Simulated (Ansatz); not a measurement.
Consider the substitution at a C–Zn bond: `C[CH2][Zn][CH2]C` + `Sc1ccccc1` → `CCSc1ccccc1` + `C[CH2][ZnH]`.

Program: Ansatz. Geometries: PBE0-D4/def2-TZVP. ΔE: electronic, gas phase. CCSD(T)/CBS is the MP2 limit (def2-TZVPP, def2-QZVPP) plus CCSD(T) − MP2 in def2-TZVPP, frozen cores. Functionals use def2-TZVPP. B3LYP here is the variant with VWN-RPA as its local correlation; programs differ in this. For Zn outer-core shells are correlated without core-valence functions, which leaves a few kJ/mol of doubt a bond. Scalar relativity is left out up to krypton. One conformer a species, not always the lowest.

CCSD(T)/CBS gives +0.10 eV.

Q: Another level gave +0.11 eV. Which?
A. B3LYP/def2-TZVPP
B. PBE0/def2-TZVPP
C. r2SCANh-D4/def2-TZVPP
D. revPBE-D4/def2-TZVPP

A: B. PBE0 0.11, r2SCANh-D4 0.06, revPBE-D4 0.00, B3LYP 0.16 eV.

Largest T1 diagnostic among the species: 0.013.

From BLYP to BHLYP (50 % exact exchange), in def2-TZVPP and without D4, ΔE moves by −0.09 eV. Leaving LDA and LC-ωPBE aside and taking each functional with its dispersion term where it has one, the values, not all of them listed here, spread over 0.15 eV, from B97M-V to B2PLYP. LDA lies −0.11 eV from PBE without D4. The D4 term adds −0.11 eV with B3LYP and −0.07 eV with PBE0; it sums over pairs of atoms, weighted by their polarisabilities, and B3LYP, whose exchange is more repulsive, gets the larger term.

CCSD(T)/CBS has its own doubt, a few kJ/mol and more with outer-core shells, so smaller differences from it don't rank the levels.
